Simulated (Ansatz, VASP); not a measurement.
# CaO in VASP and in Ansatz

```
CELL_PARAMETERS angstrom
0.00000 2.40356 2.40356
2.40356 0.00000 2.40356
2.40356 2.40356 0.00000
ATOMIC_POSITIONS crystal
Ca 0.00000 0.00000 0.00000
O 0.50000 0.50000 0.50000
```

The cell is a database's computed one.

Alike in both runs: task single point; functional PBE; dispersion D3(BJ); k mesh 10 × 10 × 10; occupations tetrahedron; no spin polarisation.

|  | VASP | Ansatz |
| --- | --- | --- |
| version | VASP 6.6.1 | Ansatz 0.2.0 |
| potentials or method | VASP PAW PBE potentials, release 64 (Ca_sv, O) | PseudoDojo standard (PBE files) |
| plane-wave cutoff (eV) | 520 | 1143 |
| valence electrons in the cell | 16 | 16 |

Ansatz gave:

* gap on the k mesh at the Fermi level (eV): 3.66
* least direct gap on the mesh (eV): 4.03
* pressure (GPa): -1.9
* dispersion energy (meV/atom): -272.1

Q: Which values does VASP return?

A: gap on the k mesh at the Fermi level (eV): 3.64; least direct gap on the mesh (eV): 4.01; pressure (GPa): -1.1; dispersion energy (meV/atom): -272.1.

With one functional, cell and mesh, what is left measures potentials, basis and numerics.

Caveats: with tetrahedron occupations forces and stress needn't match the slope of the energy (Ansatz). A k mesh can miss the band edges. As with any semilocal functional, this PBE gap is likely too small.
